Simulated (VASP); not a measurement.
# A VASP 6.6.1 single-point calculation on Ge

INCAR

```
PREC = Accurate
NELM = 120
GGA = PE
LCHARG = .FALSE.
ENCUT = 520
EDIFF = 1E-7
LASPH = .TRUE.
NBANDS = 21
LREAL = .FALSE.
AMIX = 0.6
LWAVE = .FALSE.
NSW = 0
SIGMA = 0.02
ISMEAR = -1
IBRION = -1
ISIF = 2
```

KPOINTS

```
KPOINTS created by Atomic Simulation Environment
0
Gamma
8 8 8
0 0 0
```

POSCAR

```
Ge
 1.0000000000000000
     0.0000000000000000    2.8368735120999999    2.9503484526000001
     2.8368735120999999    0.0000000000000000    2.9503484526000001
     2.8368735120999999    2.8368735120999999    0.0000000000000000
 Ge
   2
Cartesian
  0.0000000000000000  0.0000000000000000  0.0000000000000000
  1.4184367560500000  1.4184367560500000  1.4751742263000001
```

The recommended PBE PAW datasets give the neutral cell 28 valence electrons.

Command

```
mpirun -np 1 vasp_std
```

OSZICAR

```
N       E                     dE             d eps       ncg     rms          rms(c)
DAV:   1     0.187984549136E+03    0.18798E+03   -0.14771E+04  2751   0.360E+03
DAV:   2     0.184166962228E+02   -0.16957E+03   -0.16436E+03  2498   0.614E+02
DAV:   3    -0.817455426553E+01   -0.26591E+02   -0.26410E+02  2843   0.143E+02
DAV:   4    -0.907364815206E+01   -0.89909E+00   -0.89862E+00  2798   0.306E+01
DAV:   5    -0.908887191040E+01   -0.15224E-01   -0.15223E-01  2843   0.438E+00    0.300E+00
DAV:   6    -0.902254907282E+01    0.66323E-01   -0.41491E-02  3297   0.234E+00    0.130E+00
DAV:   7    -0.901421796363E+01    0.83311E-02   -0.24140E-02  3165   0.102E+00    0.152E-01
DAV:   8    -0.901522633449E+01   -0.10084E-02   -0.20003E-03  2791   0.428E-01    0.440E-02
DAV:   9    -0.901532642241E+01   -0.10009E-03   -0.12797E-04  2773   0.783E-02    0.522E-03
DAV:  10    -0.901532714436E+01   -0.72194E-06   -0.29042E-06  2823   0.145E-02    0.151E-03
DAV:  11    -0.901532724487E+01   -0.10052E-06   -0.47105E-07  2301   0.484E-03    0.333E-04
DAV:  12    -0.901532720693E+01    0.37944E-07   -0.14889E-08  1880   0.106E-03
   1 F= -.90153272E+01 E0= -.90152360E+01  d E =-.182476E-03
```

From OUTCAR

```
k-points           NKPTS =     59   k-points in BZ     NKDIM =     59   number of bands    NBANDS=     21

   NELECT =      28.0000    total number of electrons

   dimension x,y,z NGX =    30 NGY =   30 NGZ =   30
   dimension x,y,z NGXF=    60 NGYF=   60 NGZF=   60

  energy-cutoff  :      520.00
  volume of cell :       47.49
      direct lattice vectors                 reciprocal lattice vectors
     0.000000000  2.836873512  2.950348453    -0.176250368  0.176250368  0.169471508
     2.836873512  0.000000000  2.950348453     0.176250368 -0.176250368  0.169471508
     2.836873512  2.836873512  0.000000000     0.176250368  0.176250368 -0.169471508

 k-points in reciprocal lattice and weights: KPOINTS created by Atomic Simulation Env
   0.00000000  0.00000000  0.00000000       0.002
   0.12500000 -0.00000000  0.00000000       0.016
   0.25000000 -0.00000000  0.00000000       0.016
   0.37500000  0.00000000  0.00000000       0.016
   0.50000000 -0.00000000  0.00000000       0.008
   0.12500000  0.12500000  0.00000000       0.004
   0.25000000  0.12500000  0.00000000       0.016
   0.37500000  0.12500000  0.00000000       0.016
   ...

 E-fermi :   4.5371

 k-point     1 :       0.0000    0.0000    0.0000
  band No.  band energies     occupation
      1     -20.2133      2.00000
      2     -20.2133      2.00000
      3     -20.2060      2.00000
      4     -20.1792      2.00000
      5     -20.1775      2.00000
      6     -20.0030      2.00000
      7     -19.9888      2.00000
      8     -19.9880      2.00000
      9     -19.9880      2.00000
     10     -19.9784      2.00000
     11      -7.8735      2.00000
     12       4.1337      2.00000
     13       4.3381      1.99990
     14       4.6446      0.00919
     15       4.6446      0.00919
     16       7.0180      0.00000
     17       7.0180      0.00000
     18       7.2074      0.00000
     19      10.8578      0.00000
     20      13.4808      0.00000
     21      14.2814      0.00000

 k-point     2 :       0.1250   -0.0000    0.0000
  band No.  band energies     occupation
      1     -20.2205      2.00000
      2     -20.2160      2.00000
      3     -20.2083      2.00000
      4     -20.1686      2.00000
      5     -20.1681      2.00000
      6     -20.0089      2.00000
      7     -20.0053      2.00000
      8     -19.9919      2.00000
      9     -19.9732      2.00000
     10     -19.9727      2.00000
     11      -7.6918      2.00000
     12       2.1039      2.00000
     13       4.1179      2.00000
     14       4.3412      1.99989
     15       5.3695      0.00000
     16       7.4535      0.00000
     17       7.5009      0.00000
     18       7.9421      0.00000
     19      11.7481      0.00000
     20      12.7517      0.00000
     21      13.3184      0.00000

 ...

  Total        0.3818773      0.3818773     -0.4495046      0.0000000     -0.0000000      0.0000000
  in kB       12.8840131     12.8840131    -15.1656641      0.0000000     -0.0000000      0.0000000
  external PRESSURE =       3.5341207 kB  Pullay stress =       0.0000000 kB

 POSITION                                       TOTAL-FORCE (eV/Angst)
 -----------------------------------------------------------------------------------
      0.00000      0.00000      0.00000         0.000000      0.000000     -0.000000
      1.41844      1.41844      1.47517        -0.000000     -0.000000      0.000000
 -----------------------------------------------------------------------------------
    total drift:                                0.000000      0.000000      0.000000

  FREE ENERGIE OF THE ION-ELECTRON SYSTEM (eV)
  ---------------------------------------------------
  free  energy   TOTEN  =        -9.0153272069 eV

  energy  without entropy=       -9.0151447314  energy(sigma->0) =       -9.01523597
```

It converged. Results: gap between bands v and c on the k mesh -0.09 eV (bands overlap: a metal); least direct gap on the k mesh 0.00 eV; pressure 0.4 GPa. Band v is the last that the valence electrons fill when counted band by band, and c is the next.

For comparison, a separate PBE run of the intended cell, on usual settings and not on those above, gives a gap of -0.09 eV on its mesh and a pressure of 0.4 GPa.

The run above took about 38 s on one core of a shared host (Intel Xeon Platinum 8488C) and held 0.19 GiB at most.
